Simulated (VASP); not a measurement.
Input of a VASP 6.6.1 run:

INCAR

```
PREC     = Accurate       # precision mode
ENCUT    = 520            # plane-wave cutoff, eV
EDIFF    = 1E-6           # SCF threshold, eV
ISMEAR   = 0              # smearing method
SIGMA    = 0.1            # smearing width, eV
LREAL    = False          # projectors in reciprocal space
LASPH    = True           # aspherical terms in the spheres
NELM     = 100            # most SCF steps
ALGO     = Fast           # electronic algorithm
ISIF     = 2              # what is computed and relaxed
LWAVE    = False          # write WAVECAR
LCHARG   = True           # write CHGCAR
GGA      = PS             # functional
LELF     = True           # ELF
LVHAR    = True         
NBANDS   = 8              # bands
```

Contents of KPOINTS:

```
Automatic mesh
0
Gamma
  22 22 22
```

Contents of POSCAR:

```
C
1.0
   -1.2534121144      1.3320760601      1.8791445888
    1.2534121144     -1.3320760601      1.8791445888
    1.2534121144      1.3320760601     -1.8791445888
C
1
Direct
    0.0000000000      0.0000000000      0.0000000000
```

Potentials or basis: VASP PAW PBE potentials, release 64 (C).

Run with:

```sh
$ cat potpaw_PBE.64/C/POTCAR > POTCAR
$ mpirun -np 1 vasp_std > vasp.out
```

Q: What does it give for the pressure?

A: -33.5 GPa.

Q: Predict the band gap on the k mesh.

A: None (metal or under the smearing width).

Stress tensor (GPa, compression positive):
```
-36.23   0.00   0.00
  0.00 -31.84   0.00
  0.00   0.00 -32.30
```

Caveat: the cell as given lies far from equilibrium; so large a pressure means that the cell lies far from this level's equilibrium, or that cutoff or potentials fall short; the potentials were made for another functional, which shifts forces and pressure.
